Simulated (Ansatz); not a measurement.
Task: a projected density of states of GeSe, space group Pnma, with Ansatz 0.2.0 through its Python package. Give the script and its output. Settings: PBE, PAW, cutoff 470 eV, 2×6×4 k-points, Gaussian smearing of 0.01 eV.

```
CELL_PARAMETERS angstrom
10.79000 0.00000 0.00000
0.00000 3.82000 0.00000
0.00000 0.00000 4.38000
ATOMIC_POSITIONS crystal
Ge 0.12100 0.75000 0.89400
Ge 0.62100 0.75000 0.60600
Ge 0.37900 0.25000 0.39400
Ge 0.87900 0.25000 0.10600
Se 0.85200 0.75000 0.49700
Se 0.35200 0.75000 0.00300
Se 0.64800 0.25000 0.99700
Se 0.14800 0.25000 0.50300
```

Script `pdos.py`:
```python
"""Which atoms and shells make the states of GeSe."""

import logging
import sys

import ansatz as az
import matplotlib.pyplot as plt
import numpy as np
from pymatgen.core import Lattice, Structure
from pymatgen.io.ase import AseAtomsAdaptor

logging.basicConfig(stream=sys.stdout, format="%(levelname)s %(message)s")
logger = logging.getLogger("run")
logger.setLevel(logging.INFO)

FUNCTIONAL = "pbe"
CUTOFF = 470
KGRID = (2, 6, 4)
OCCUPATIONS = "gaussian"
SMEARING_WIDTH = 0.01
SCF_TOL = 1e-09
EXTRA_BANDS = 22


def main() -> None:
    pmg_structure = Structure(
        Lattice([[10.79, 0.0, 0.0], [0.0, 3.82, 0.0], [0.0, 0.0, 4.38]]),
        ["Ge", "Ge", "Ge", "Ge", "Se", "Se", "Se", "Se"],
        [
            [0.121, 0.75, 0.894],
            [0.621, 0.75, 0.606],
            [0.379, 0.25, 0.394],
            [0.879, 0.25, 0.106],
            [0.852, 0.75, 0.497],
            [0.352, 0.75, 0.003],
            [0.648, 0.25, 0.997],
            [0.148, 0.25, 0.503],
        ],
    )
    xtal = az.Crystal.from_ase(AseAtomsAdaptor.get_atoms(pmg_structure))

    calc = xtal.calculation()
    calc = calc.functional(FUNCTIONAL)
    calc = calc.basis(CUTOFF)
    calc = calc.kpoints(*KGRID)
    calc = calc.occupations(OCCUPATIONS, width=SMEARING_WIDTH)
    calc = calc.scf(tolerance=SCF_TOL)
    calc = calc.scf(extra_bands=EXTRA_BANDS)
    calc = calc.density_of_states(projected=True, energy_step=0.05)
    session = calc.session()
    planned = session.plan(threads=1)
    done = planned.execute()
    rep = done.report

    dos = done.density_of_states()
    energy = np.asarray(dos.energies_ev) - dos.fermi_ev
    curves = {}
    for site in done.projected_density_of_states().sites:
        for shell in site.shells:
            weight = sum(np.sum(curve.g_bin_mean_per_ev, axis=0) for curve in shell.curves)
            name = f"{site.species} {shell.label}"
            curves[name] = curves.get(name, 0) + weight

    window = (energy > -10) & (energy < 4)
    fig, ax = plt.subplots(figsize=(5.5, 3.5))
    for name, g in curves.items():
        if g[window].max() > 0.05:
            ax.plot(energy[window], g[window], label=name, lw=1)
            logger.info(f"{name:8s} peak {g[window].max():7.3f} states/eV at {energy[window][g[window].argmax()]:6.2f} eV")
    ax.set(xlabel="E - E_F (eV)", ylabel="states/eV")
    ax.legend(fontsize=7)
    fig.tight_layout()
    fig.savefig("pdos.png", dpi=100)


if __name__ == "__main__":
    main()
```

```console
$ python pdos.py
INFO Ge 4S    peak   3.928 states/eV at  -8.66 eV
INFO Ge 4P    peak   4.823 states/eV at   2.14 eV
INFO Se 4S    peak   0.496 states/eV at  -7.81 eV
INFO Se 4P    peak   5.709 states/eV at  -2.06 eV
```

Semilocal gaps usually lie well under measured ones. Peaks are the largest values inside the energy window taken; deeper bands lie outside it. The crystal has a gap of about 0.73 eV on the mesh; bins of finite width blur the band edges. The starting cell is as deposited in a crystallographic database; the results hold for this polymorph, which needn't be the stable one. Curves are summed over the cell's atoms. Only shells that the potentials hold have channels, so projections don't add up to the total, least of all where a shell is missing (p of most metals); heights and places of peaks move with the mesh. The computed bands are complete only to about 8.5 eV above the Fermi level; beyond that the density of states is undercounted. Run time: 23 s on 1 thread of Intel(R) Xeon(R) Processor @ 2.30GHz, on a shared host, peak memory 0.9 GiB.
